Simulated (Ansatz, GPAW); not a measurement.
# octane-1,8-dithiol between two Al chains: relaxation, then transmission at several levels

How well does octane-1,8-dithiol between two Al chains conduct once its atoms have relaxed, and how much do cheaper levels lose?

Method: Ansatz plane waves; relaxation of the junction with the lead ends held; PAW set soft_1, in the first sound run; inputs show where later runs differ, in GPAW 26.7.0 and Ansatz 0.2.0.

## (1) The starting structure

The cell holds 40 atoms: 14 Al, 2 S, 16 H and 8 C. Its edges and angles: a = 12.441 Å, b = 9.599 Å, c = 44.396 Å, α = 90.0°, β = 90.0°, γ = 90.0°. Regions: left lead, 7 atoms (7 Al); channel, 26 atoms (2 S, 16 H and 8 C); right lead, 7 atoms (7 Al). Vacuum lies along a and b. The structure is stacked along c, and the current runs across the ab planes.

## (2) Relaxation

Transmission follows bond lengths closely, so the atoms between the held lead ends are relaxed first, from a slightly shaken start that lets symmetry break.

input.yaml reads:

```yaml
crystal:
  lattice:
    - [12.4410205659, 0.0, 0.0]
    - [0.0, 9.5988907868, 0.0]
    - [0.0, 0.0, 44.395565866]
  atoms:
    - { symbol: Al, position: [0.5, 0.5, 0.0270297264] }
    - { symbol: Al, position: [0.5, 0.5, 0.0810891793] }
    - { symbol: Al, position: [0.5, 0.5, 0.1351486321] }
    - { symbol: Al, position: [0.5, 0.5, 0.189208085] }
    - { symbol: Al, position: [0.5, 0.5, 0.2432675379] }
    - { symbol: Al, position: [0.497245984, 0.496657937, 0.2968152791] }
    - { symbol: Al, position: [0.5018535251, 0.4967560769, 0.3506931065] }
    - { symbol: S, position: [0.3523743387, 0.5796299581, 0.3731516321] }
    - { symbol: H, position: [0.3459246823, 0.3818436261, 0.4078748299] }
    - { symbol: C, position: [0.3421443979, 0.4924612098, 0.4099367085] }
    - { symbol: H, position: [0.2580123159, 0.5186113814, 0.4193812626] }
    - { symbol: H, position: [0.5091596465, 0.5252541934, 0.4235188581] }
    - { symbol: C, position: [0.429661732, 0.5484293181, 0.4318626442] }
    - { symbol: H, position: [0.4206976342, 0.6602086594, 0.4339712384] }
    - { symbol: H, position: [0.4282851446, 0.3663631446, 0.4603828614] }
    - { symbol: C, position: [0.4187577012, 0.4827317229, 0.4621946953] }
    - { symbol: H, position: [0.3329160036, 0.5021241492, 0.4730675427] }
    - { symbol: H, position: [0.5830319365, 0.5131336474, 0.4752629734] }
    - { symbol: C, position: [0.506726263, 0.5316809622, 0.4842148433] }
    - { symbol: H, position: [0.5025218119, 0.6493567102, 0.484926346] }
    - { symbol: H, position: [0.5043928663, 0.3590899111, 0.51320151] }
    - { symbol: C, position: [0.4969134692, 0.463659453, 0.5155820892] }
    - { symbol: H, position: [0.4155051456, 0.4868814211, 0.5255726543] }
    - { symbol: H, position: [0.6627790578, 0.4990351566, 0.5282357317] }
    - { symbol: C, position: [0.5765743749, 0.5206137299, 0.5359630061] }
    - { symbol: H, position: [0.5743713299, 0.63291871, 0.5384771862] }
    - { symbol: H, position: [0.5783551684, 0.3343625166, 0.5654994829] }
    - { symbol: C, position: [0.5738309212, 0.4489850648, 0.5682792339] }
    - { symbol: H, position: [0.4881478445, 0.4757722058, 0.5762353215] }
    - { symbol: H, position: [0.7363260886, 0.4770751725, 0.580632031] }
    - { symbol: C, position: [0.6563190584, 0.5039911124, 0.589591184] }
    - { symbol: H, position: [0.6545596076, 0.6205181888, 0.5920608373] }
    - { symbol: S, position: [0.6501734002, 0.4274081622, 0.6261166509] }
    - { symbol: Al, position: [0.50453447, 0.4970026686, 0.6485209449] }
    - { symbol: Al, position: [0.5031292027, 0.5022568898, 0.7030044444] }
    - { symbol: Al, position: [0.5, 0.5, 0.7567324621] }
    - { symbol: Al, position: [0.5, 0.5, 0.810791915] }
    - { symbol: Al, position: [0.5, 0.5, 0.8648513679] }
    - { symbol: Al, position: [0.5, 0.5, 0.9189108207] }
    - { symbol: Al, position: [0.5, 0.5, 0.9729702736] }
kpoints:
  mp_grid: { grid: [1, 1, 2] }
hamiltonian:
  xc: pbe
  pseudopotentials: { kind: paw, azcp: { folder: soft_1 } }
scf:
  occupations: { method: fermi_dirac, width: 0.1 }
relax:
  f_tol: 0.03
  max_steps: 80
  constraints: [{ sites: [0, 1, 2, 3, 4, 35, 36, 37, 38, 39] }]
```

Run with:

```console
$ ansatz run input.yaml --threads 4 --pin off --max-ram 8192MiB --backend cpu --events-out ev --progress --plain --runs-dir out
```

Numbers of over 12 decimals in the logs are rounded to 6 here.

Output:

```text
Engine: ansatz 0.2.0, aarch64-unknown-linux-gnu
Pseudopotentials: kind: paw
Pseudopotential: Al, paw, valence charge 3, recommended cutoff 420 eV (normal), soft_1/Al.paw.azcp
Pseudopotential: S, paw, valence charge 6, recommended cutoff 420 eV (normal), soft_1/S.paw.azcp
Pseudopotential: H, paw, valence charge 1, recommended cutoff 420 eV (normal), soft_1/H.paw.azcp
Pseudopotential: C, paw, valence charge 4, recommended cutoff 420 eV (normal), soft_1/C.paw.azcp
Functional definition: PBE
  parameter kappa = 0.804
  parameter beta = 0.066725
  exchange = pbe_x(kappa = kappa, mu = beta*pi^2/3)
  correlation = pbe_c(beta = beta)
Crystal: 40 atoms, lattice volume = 5301.718 Å³
Basis set: ecut = 420 eV, 103601 PW (Γ), exchange–correlation on 180×144×600 points (8 copies of the dense FFT grid, shifted against one another)
Bands: 91, of which v1, the nominal top of the filled ones, is band 51 counted from 1 (50 counted from 0)
Symmetry: 1 space group operations
Space group: P1 (ITA 1), of the structure as read, at distance tolerance 1.7e-4 Å
k-points: 2
Non-local potential: Al, projectors of the file, l = 0: 2, l = 1: 2, l = 2: 1
Non-local potential: S, projectors of the file, l = 0: 2, l = 1: 2, l = 2: 1
Non-local potential: H, projectors of the file, l = 0: 2, l = 1: 1
Non-local potential: C, projectors of the file, l = 0: 2, l = 1: 2, l = 2: 1
PAW form: soft (Blöchl's): semilocal exchange-correlation on the pseudo side does not see the compensation charge
PAW one-centre angular grid: Al, 110 points (default); XC on 64 Gauss nodes
PAW one-centre angular grid: S, 110 points (default); XC on 64 Gauss nodes
PAW one-centre angular grid: H, 110 points (default); XC on 64 Gauss nodes
PAW one-centre angular grid: C, 110 points (default); XC on 64 Gauss nodes
Initial density: superposition of atomic densities (neutral atoms: chi_scale 0, normalization atom)
Initial wavefunctions: pseudopotential atomic-orbital guess
Functional: x = pbe(κ = 0.804, μ = 0.219515), c = pbe(β = 0.066725)
SCF iter   1: F=—  HF=-11584.280421 eV  |F-HF|=—  |Δ(HF+E_count)|=         —  Δρ=2.60e-2  dr2=4.78e1  ethr=3.10e-3  ⟨swp⟩=8.0  Hψ=1036  notcnv=0  defer=7
preconditioner: auto → LDOS  [metal: Δε(μ)=0.157 eV  Ē_g=5.055 eV  σ=0.100 eV  W_gap=0.37  n_scr=254 (ndim 8)  ℏωp=3.1 eV  f_vac=0.690  D(μ)=22.50/eV (n_scr^D=72)  β→1.0]
SCF iter   2: F=—  HF=-11581.299584 eV  |F-HF|=—  |Δ(HF+E_count)|=    2.98e0  Δρ=2.61e-2  dr2=8.47e1  ethr=3.10e-3  ⟨swp⟩=13.5  Hψ=1258  notcnv=0  defer=25
SCF iter   3: F=—  HF=-11568.711601 eV  |F-HF|=—  |Δ(HF+E_count)|=    1.26e1  Δρ=3.84e-3  dr2=2.17e0  ethr=3.10e-3  ⟨swp⟩=8.0  Hψ=878  notcnv=0  defer=26
SCF iter   4: F=—  HF=-11568.231386 eV  |F-HF|=—  |Δ(HF+E_count)|=   4.80e-1  Δρ=1.70e-3  dr2=4.37e-1  ethr=2.13e-3  ⟨swp⟩=7.5  Hψ=460  notcnv=0  defer=29
SCF iter   5: F=—  HF=-11568.148655 eV  |F-HF|=—  |Δ(HF+E_count)|=   8.27e-2  Δρ=1.01e-3  dr2=1.65e-1  ethr=4.28e-4  ⟨swp⟩=7.0  Hψ=328  notcnv=0  defer=30
SCF iter   6: F=—  HF=-11568.122703 eV  |F-HF|=—  |Δ(HF+E_count)|=   2.60e-2  Δρ=5.51e-4  dr2=8.65e-2  ethr=1.61e-4  ⟨swp⟩=3.0  Hψ=310  notcnv=0  defer=33
SCF iter   7: F=—  HF=-11568.122625 eV  |F-HF|=—  |Δ(HF+E_count)|=   7.76e-5  Δρ=5.11e-4  dr2=4.55e-2  ethr=8.48e-5  ⟨swp⟩=2.0  Hψ=213  notcnv=0  defer=33
SCF iter   8: F=—  HF=-11568.117720 eV  |F-HF|=—  |Δ(HF+E_count)|=   4.91e-3  Δρ=1.71e-4  dr2=9.07e-3  ethr=4.46e-5  ⟨swp⟩=2.0  Hψ=234  notcnv=0  defer=33
SCF iter   9: F=—  HF=-11568.116510 eV  |F-HF|=—  |Δ(HF+E_count)|=   1.21e-3  Δρ=7.22e-5  dr2=1.12e-3  ethr=8.89e-6  ⟨swp⟩=3.0  Hψ=278  notcnv=0  defer=34
SCF iter  10: F=—  HF=-11568.116402 eV  |F-HF|=—  |Δ(HF+E_count)|=   1.08e-4  Δρ=4.11e-5  dr2=2.46e-4  ethr=1.09e-6  ⟨swp⟩=2.0  Hψ=210  notcnv=0  defer=34
SCF iter  11: F=—  HF=-11568.116387 eV  |F-HF|=—  |Δ(HF+E_count)|=   1.49e-5  Δρ=2.14e-5  dr2=7.19e-5  ethr=2.41e-7  ⟨swp⟩=2.0  Hψ=250  notcnv=0  defer=34
SCF iter  12: F=-11568.116379 eV  HF=-11568.116382 eV  |F-HF|=2.42e-6  |Δ(HF+E_count)|=   5.67e-6  Δρ=9.31e-6  dr2=1.25e-5  ethr=2.21e-8  ⟨swp⟩=5.0  Hψ=557  notcnv=0
SCF 1 converged in 12 iterations: F = -11568.116379 eV  dr2 = 1.25e-5
  greatest PAW one-centre occupation: 0.857 electrons in one spin orbital (limit 2), on the S atom at site 32 (counted from 0), in its partial waves of l = 0
relax step   1: F+E_penalty+E_count = -11568.11637915 eV  Δ(F+E_penalty+E_count) = +0.000e0 eV  max|allowed force component| = 3.716e0 eV/Å  Δτ_max = 0.0000 Å  (12 SCF iters, dr2 threshold 2.25e-5 eV, accepted)
Initial density: handed on by an earlier stage of this run
Initial wavefunctions: those handed on with the density
iter 1 solved again at ethr=9.81e-4 eV; its pass at ethr=3.10e-3 eV (dr2=1.00e0 eV) is discarded
SCF iter   1: F=—  HF=-11569.261418 eV  |F-HF|=—  |Δ(HF+E_count)|=         —  Δρ=3.13e-3  dr2=1.01e0  ethr=9.81e-4  ⟨swp⟩=1.0  Hψ=722  notcnv=0  defer=35
preconditioner: auto → LDOS  [metal: Δε(μ)=0.096 eV  Ē_g=6.738 eV  σ=0.100 eV  W_gap=0.23  n_scr=254 (ndim 8)  ℏωp=4.6 eV  f_vac=0.726  D(μ)=21.93/eV (n_scr^D=56)  β→1.0]
SCF iter   2: F=—  HF=-11569.196128 eV  |F-HF|=—  |Δ(HF+E_count)|=   6.53e-2  Δρ=1.51e-3  dr2=2.43e-1  ethr=9.81e-4  ⟨swp⟩=3.0  Hψ=284  notcnv=0  defer=35
SCF iter   3: F=—  HF=-11569.165580 eV  |F-HF|=—  |Δ(HF+E_count)|=   3.05e-2  Δρ=9.14e-4  dr2=8.55e-2  ethr=2.39e-4  ⟨swp⟩=2.0  Hψ=357  notcnv=0  defer=35
SCF iter   4: F=—  HF=-11569.148209 eV  |F-HF|=—  |Δ(HF+E_count)|=   1.74e-2  Δρ=2.72e-4  dr2=1.40e-2  ethr=8.38e-5  ⟨swp⟩=2.0  Hψ=210  notcnv=0  defer=35
SCF iter   5: F=—  HF=-11569.147155 eV  |F-HF|=—  |Δ(HF+E_count)|=   1.05e-3  Δρ=1.20e-4  dr2=2.22e-3  ethr=1.37e-5  ⟨swp⟩=3.0  Hψ=285  notcnv=0  defer=35
SCF iter   6: F=—  HF=-11569.147090 eV  |F-HF|=—  |Δ(HF+E_count)|=   6.49e-5  Δρ=5.80e-5  dr2=4.94e-4  ethr=2.18e-6  ⟨swp⟩=2.0  Hψ=209  notcnv=0  defer=35
SCF iter   7: F=-11569.147065 eV  HF=-11569.147105 eV  |F-HF|=4.03e-5  |Δ(HF+E_count)|=   1.47e-5  Δρ=2.39e-5  dr2=8.33e-5  ethr=9.80e-8  ⟨swp⟩=4.0  Hψ=635  notcnv=0
SCF 2 converged in 7 iterations: F = -11569.147065 eV  dr2 = 8.33e-5
  greatest PAW one-centre occupation: 0.858 electrons in one spin orbital (limit 2), on the S atom at site 7 (counted from 0), in its partial waves of l = 0
relax step   2: F+E_penalty+E_count = -11569.14706467 eV  Δ(F+E_penalty+E_count) = -1.031e0 eV  max|allowed force component| = 1.269e0 eV/Å  Δτ_max = 0.1926 Å  (7 SCF iters, dr2 threshold 1.00e-4 eV, accepted)
iter 1 solved again at ethr=5.53e-4 eV; its pass at ethr=3.10e-3 eV (dr2=5.64e-1 eV) is discarded
[...]
relax step  60: F+E_penalty+E_count = -11570.62127674 eV  Δ(F+E_penalty+E_count) = -8.399e-4 eV  max|allowed force component| = 3.940e-3 eV/Å  Δτ_max = 0.0202 Å  (8 SCF iters, accepted)
SCF iter   1: F=—  HF=-11570.630257 eV  |F-HF|=—  |Δ(HF+E_count)|=         —  Δρ=1.46e-3  dr2=5.32e-2  ethr=5.31e-4  ⟨swp⟩=3.0  Hψ=409  notcnv=0  defer=32
preconditioner: auto → LDOS  [metal: Δε(μ)=0.219 eV  Ē_g=6.709 eV  σ=0.100 eV  W_gap=0.50  n_scr=254 (ndim 8)  ℏωp=4.6 eV  f_vac=0.727  D(μ)=17.22/eV (n_scr^D=38)  β→1.0]
SCF iter   2: F=—  HF=-11570.626955 eV  |F-HF|=—  |Δ(HF+E_count)|=   3.30e-3  Δρ=3.66e-4  dr2=1.43e-2  ethr=5.21e-5  ⟨swp⟩=2.0  Hψ=290  notcnv=0  defer=32
SCF iter   3: F=—  HF=-11570.622410 eV  |F-HF|=—  |Δ(HF+E_count)|=   4.55e-3  Δρ=1.47e-4  dr2=1.95e-3  ethr=1.40e-5  ⟨swp⟩=3.0  Hψ=240  notcnv=0  defer=32
SCF iter   4: F=—  HF=-11570.621798 eV  |F-HF|=—  |Δ(HF+E_count)|=   6.12e-4  Δρ=3.59e-5  dr2=1.09e-4  ethr=1.91e-6  ⟨swp⟩=2.0  Hψ=230  notcnv=0  defer=32
SCF iter   5: F=—  HF=-11570.621780 eV  |F-HF|=—  |Δ(HF+E_count)|=   1.83e-5  Δρ=1.58e-5  dr2=2.17e-5  ethr=1.07e-7  ⟨swp⟩=2.0  Hψ=238  notcnv=0  defer=32
SCF iter   6: F=—  HF=-11570.621868 eV  |F-HF|=—  |Δ(HF+E_count)|=   8.83e-5  Δρ=4.66e-6  dr2=2.34e-6  ethr=2.13e-8  ⟨swp⟩=2.0  Hψ=252  notcnv=0  defer=32
SCF iter   7: F=—  HF=-11570.621870 eV  |F-HF|=—  |Δ(HF+E_count)|=   2.16e-6  Δρ=2.38e-6  dr2=5.35e-7  ethr=2.29e-9  ⟨swp⟩=2.0  Hψ=244  notcnv=0  defer=32
SCF iter   8: F=-11570.621870 eV  HF=-11570.621870 eV  |F-HF|=4.64e-9  |Δ(HF+E_count)|=   1.99e-7  Δρ=8.42e-7  dr2=6.97e-8  ethr=9.80e-11  ⟨swp⟩=4.0  Hψ=689  notcnv=0
SCF 61 converged in 8 iterations: F = -11570.621870 eV  dr2 = 6.97e-8
relax step  61: F+E_penalty+E_count = -11570.62187041 eV  Δ(F+E_penalty+E_count) = -5.937e-4 eV  max|allowed force component| = 8.704e-3 eV/Å  Δτ_max = 0.0642 Å  (8 SCF iters, accepted)
SCF converged after 8 iterations
Free energy (F): -11570.621870 eV
Harris-Foulkes:  -11570.621870 eV  (|F-HF|=4.64e-9)
Internal energy: -11570.054407 eV  (E = F + TS)
E sigma→0 (E₀):  -11570.338139 eV
Entropy (-TS):   -0.567464 eV (-14.187 meV/atom)
Fermi energy:    -3.179652 eV
--- Per-component energies (eV) ---
  E_band       = -924.735176
  E_kinetic    = 1400.531048
  E_local      = -15503.228700  (includes V_loc(G=0)·N_el)
  E_nonlocal   = 415.973831
  E_hartree    = 7036.112171
  E_xc         = -1183.962662
  E_vxc        = -1165.118950  (∫ρ·V_xc dr)
  E_paw        = -8600.526145  (= ΣΔE_a)
  E_vpaw       = -145.106303  (= ΣTr[D̂ρ^β])
  E_aug_tail   = -0.017256  (compensation charges beyond the density's cutoff)
  E_ewald      = 4865.063306
  E_smearing   = -0.567464  (= −TS)
  E_closure    = 0.000000  (closes the sum)
  Σ components = -11570.621870   (vs F -11570.621870, Δ=0.00e0)
--- Forces (eV/Å), atoms counted from 1 ---
  atom   1  Al    -0.01577052     0.02474544    -0.01105356
  atom   2  Al     0.03125272    -0.04494381    -0.01805637
  atom   3  Al    -0.03096784     0.04057933    -0.14631510
  atom   4  Al    -0.05572642     0.09019509    -0.40791100
  atom   5  Al     0.07682888    -0.11890053     1.19802738
  atom   6  Al    -0.00155156     0.00182777     0.00757939
  atom   7  Al     0.00299713    -0.00681960    -0.00582756
  atom   8  S     -0.00109781     0.00231387    -0.00031751
  atom   9  H     -0.00206065     0.00087491     0.00113283
  atom  10  C      0.00368112    -0.00317770     0.00282578
  atom  11  H      0.00285593     0.00109925    -0.00023541
  atom  12  H     -0.00252591    -0.00161854     0.00091072
  atom  13  C     -0.00295195     0.00381077    -0.00257414
  atom  14  H      0.00297904    -0.00023072    -0.00010293
  atom  15  H     -0.00188922     0.00107661     0.00088611
  atom  16  C      0.00047488    -0.00087879    -0.00235285
  atom  17  H      0.00227463     0.00241078     0.00000954
  atom  18  H     -0.00214472    -0.00244928     0.00035093
  atom  19  C     -0.00075129     0.00015164     0.00134776
  atom  20  H      0.00234648    -0.00110719    -0.00126877
  atom  21  H     -0.00209105     0.00114283     0.00077806
  atom  22  C      0.00033446     0.00059297    -0.00217050
  atom  23  H      0.00164161     0.00222716    -0.00076912
  atom  24  H     -0.00180885    -0.00161576    -0.00020324
  atom  25  C      0.00014588    -0.00043797     0.00159500
  atom  26  H      0.00079680    -0.00051061    -0.00118385
  atom  27  H     -0.00219703    -0.00019857    -0.00018232
  atom  28  C      0.00143215    -0.00116608     0.00021738
  atom  29  H      0.00175680     0.00132878    -0.00126291
  atom  30  H     -0.00269649    -0.00111285    -0.00001378
  atom  31  C     -0.00165593    -0.00046424    -0.00128212
  atom  32  H      0.00088233    -0.00001715    -0.00169386
  atom  33  S     -0.00001229     0.00142962    -0.00089684
  atom  34  Al    -0.00132965     0.00375780     0.00747084
  atom  35  Al    -0.00060773     0.00045226    -0.00870350
  atom  36  Al    -0.05791427     0.09645956    -1.18101920
  atom  37  Al     0.03547967    -0.06264283     0.41672047
  atom  38  Al     0.03327640    -0.04787406     0.12679357
  atom  39  Al    -0.02761228     0.04287275     0.01772668
  atom  40  Al     0.01387770    -0.02310432     0.01100178
  max |Σ_I F_I| component: 7.86e-5 eV/Å
--- Relaxed structure (61 steps of the walk, 61 accepted, 0 SCFs on fresh bases) ---
  F+E_penalty+E_count = -11570.62187041 eV   max|allowed force component| = 8.704e-3 eV/Å
  atoms:
    - { symbol: Al, position: [0.500000, 0.5, 0.027030] }
    - { symbol: Al, position: [0.500000, 0.5, 0.0810891793] }
    - { symbol: Al, position: [0.500000, 0.5, 0.1351486321] }
    - { symbol: Al, position: [0.500000, 0.5, 0.189208] }
    - { symbol: Al, position: [0.500000, 0.5, 0.243268] }
    - { symbol: Al, position: [0.581473, 0.344115, 0.283023] }
    - { symbol: Al, position: [0.495298, 0.507955, 0.321264] }
    - { symbol: S, position: [0.446241, 0.608083, 0.364866] }
    - { symbol: H, position: [0.576973, 0.469942, 0.393414] }
    - { symbol: C, position: [0.491273, 0.493237, 0.396389] }
    - { symbol: H, position: [0.446040, 0.395306, 0.394997] }
    - { symbol: H, position: [0.516203, 0.664186, 0.427297] }
    - { symbol: C, position: [0.471306, 0.565336, 0.426756] }
    - { symbol: H, position: [0.385618, 0.593150, 0.428406] }
    - { symbol: H, position: [0.588970, 0.446930, 0.452293] }
    - { symbol: C, position: [0.503243, 0.475098, 0.454056] }
    - { symbol: H, position: [0.458331, 0.376072, 0.453294] }
    - { symbol: H, position: [0.528223, 0.645296, 0.485381] }
    - { symbol: C, position: [0.483154, 0.546375, 0.484634] }
    - { symbol: H, position: [0.397489, 0.575053, 0.486284] }
    - { symbol: H, position: [0.599800, 0.428652, 0.510486] }
    - { symbol: C, position: [0.514096, 0.457155, 0.512114] }
    - { symbol: H, position: [0.469156, 0.358141, 0.511336] }
    - { symbol: H, position: [0.538498, 0.627359, 0.543519] }
    - { symbol: C, position: [0.493794, 0.528189, 0.542707] }
    - { symbol: H, position: [0.408005, 0.556012, 0.544469] }
    - { symbol: H, position: [0.611685, 0.410527, 0.568341] }
    - { symbol: C, position: [0.525877, 0.437731, 0.569958] }
    - { symbol: H, position: [0.481392, 0.338585, 0.569298] }
    - { symbol: H, position: [0.550406, 0.606994, 0.601987] }
    - { symbol: C, position: [0.505362, 0.508993, 0.600384] }
    - { symbol: H, position: [0.419589, 0.531808, 0.603338] }
    - { symbol: S, position: [0.550145, 0.392986, 0.631738] }
    - { symbol: Al, position: [0.505589, 0.489415, 0.676061] }
    - { symbol: Al, position: [0.424061, 0.652953, 0.715466] }
    - { symbol: Al, position: [0.500000, 0.5, 0.7567324621] }
    - { symbol: Al, position: [0.500000, 0.5, 0.810792] }
    - { symbol: Al, position: [0.500000, 0.5, 0.8648513679] }
    - { symbol: Al, position: [0.500000, 0.5, 0.918911] }
    - { symbol: Al, position: [0.500000, 0.5, 0.9729702736] }
```

It took 14 min on 4 threads of Arm Neoverse V2, shared host; peak memory 5.9 GiB; 55 min of CPU time.

The steps of the relaxation (22 of 61):

```csv
step,energy less that of the first step (eV),largest force component (eV/Å)
1,0.0000,3.7158
4,-1.5871,0.2550
7,-1.8222,0.1172
10,-1.9605,0.1010
12,-2.0051,0.1361
15,-2.0412,0.1354
18,-2.0642,0.0937
21,-2.0718,0.1099
24,-2.0783,0.1178
27,-2.0850,0.0701
30,-2.0988,0.0376
32,-2.1109,0.0820
35,-2.1418,0.0954
38,-2.1910,0.0813
41,-2.2598,0.0739
44,-2.3389,0.0656
47,-2.4080,0.0654
50,-2.4576,0.0845
52,-2.4775,0.1000
55,-2.4922,0.0722
58,-2.5027,0.0738
61,-2.5055,0.0087
```

The atoms that moved most (Å):

```
atom      dx      dy      dz  length
 H32  -2.923  -0.852   0.501   3.086
  H9   2.874   0.846  -0.642   3.064
 H11   2.339  -1.184  -1.083   2.836
 H30  -2.313   1.247   0.948   2.794
 H26  -2.070  -0.738   0.266   2.214
 H15   1.999   0.773  -0.359   2.173
 H17   1.560  -1.210  -0.878   2.161
 H24  -1.546   1.232   0.679   2.090
```

This step gave:

```yaml
free_energy: -11570.6219 eV
smearing_term_ts: 0.5675 eV
symmetry_operations: 1
```

The relaxation lowered the energy of the cell by 2.51 eV.

[end of part 1 of 4]

[Logs are printed without paths, hosts, clocks, repeated set-up lines and the standing remarks that a program may print on its own settings, such as how far it seeks lower states.]

[Hosts, paths, dates, database ids (printed as entryN), source tags and the programs' standing remarks are cut or masked in the printed files.]
